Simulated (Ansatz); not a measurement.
Te:

```
Te
1.0
     3.82029   -2.14820    0.00000
     3.82029    2.14820    0.00000
    -0.09429    0.00000    5.97609
Te
3
Direct
  0.00000 0.00000 0.00000
  0.30945 0.30945 0.33881
  0.69055 0.69055 0.66119
```

This isn't the form of Te at room conditions, which is trigonal, of chains.

* Program: Ansatz 0.2.0
* Task: single point
* Functional: PBE
* Potentials or basis: Ansatz PAW
* Cutoff: 420 eV (not typed: the program's choice for these potentials)
* k mesh: 7 × 7 × 5
* Occupations: fermi-dirac, width 0.05 eV
* Spin: no spin polarisation

On this cell: pressure 0.6 GPa; largest force 0.107 eV/Å; band gap on the k mesh not listed.

The same run follows on a disturbed copy (atoms moved at random, drawn with an rms of 0.05 Å):

```
CELL_PARAMETERS angstrom
3.82029 -2.14820 0.00000
3.82029 2.14820 0.00000
-0.09429 0.00000 5.97609
ATOMIC_POSITIONS crystal
Te 0.99910 0.00192 0.00523
Te 0.31109 0.30452 0.33835
Te 0.69631 0.68038 0.66251
```

Problem. What does the disturbed cell give?

Solution. The energy moves by -0.2 meV/atom; pressure 0.6 GPa; largest force 0.122 eV/Å; band gap on the k mesh none (metal or under the smearing width).

Forces in eV/Å, atoms in the order of the input:
```
Te   0.042 -0.026 -0.034
Te   0.075  0.045  0.006
Te  -0.118 -0.019  0.028
```

Stress tensor (GPa, compression positive):
```
 0.60 -0.02  0.05
-0.02  0.74  0.03
 0.05  0.03  0.49
```
